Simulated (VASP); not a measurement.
A run of VASP 6.6.1:

INCAR

```
SYSTEM = Ho
PREC     = Accurate       ! precision mode
ENCUT    = 520            ! plane-wave cutoff, eV
EDIFF    = 1E-6           ! SCF threshold, eV
ISMEAR   = 0              ! smearing method
SIGMA    = 0.02           ! smearing width, eV
LREAL    = .False.        ! projectors in reciprocal space
LASPH    = .True.         ! aspherical terms in the spheres
NELM     = 100            ! most SCF steps
ALGO     = Fast           ! electronic algorithm
ISIF     = 2              ! what is computed and relaxed
LWAVE    = .False.        ! write WAVECAR
LCHARG   = .True.         ! write CHGCAR
ISPIN    = 2              ! spin polarisation
MAGMOM   = 4              ! initial moments
LORBIT   = 11             ! projections on sites
LMAXMIX  = 6              ! l up to which the mixer works
GGA      = RP             ! functional
LELF     = .True.         ! ELF
LVHAR    = .True.       
NBANDS   = 14             ! bands
```

The input KPOINTS:

```
regular mesh
0
Gamma
  9 9 9
  0 0 0
```

The input POSCAR:

```
Ho
1.0
    0.0000000000      2.4942453452      2.4942453452
    2.4942453452      0.0000000000      2.4942453452
    2.4942453452      2.4942453452      0.0000000000
Ho
1
Cartesian
    0.0000000000      0.0000000000      0.0000000000
```

Potentials or basis: VASP PAW PBE potentials, release 64 (Ho_3), 4f in core.

Run with:

```sh
$ cat potpaw_PBE.64/Ho_3/POTCAR > POTCAR
$ mpirun -np 1 vasp_std > vasp.out
```

Hardware: 1 thread of Intel(R) Xeon(R) Platinum 8488C (Sapphire Rapids), on a shared host.

Task: How long does it take, and how much memory?

Result: Wall time 30 s on 1 thread of Intel(R) Xeon(R) Platinum 8488C (Sapphire Rapids), on a shared host, peak memory 0.18 GiB. Counts: scf iterations 13, k points 35.
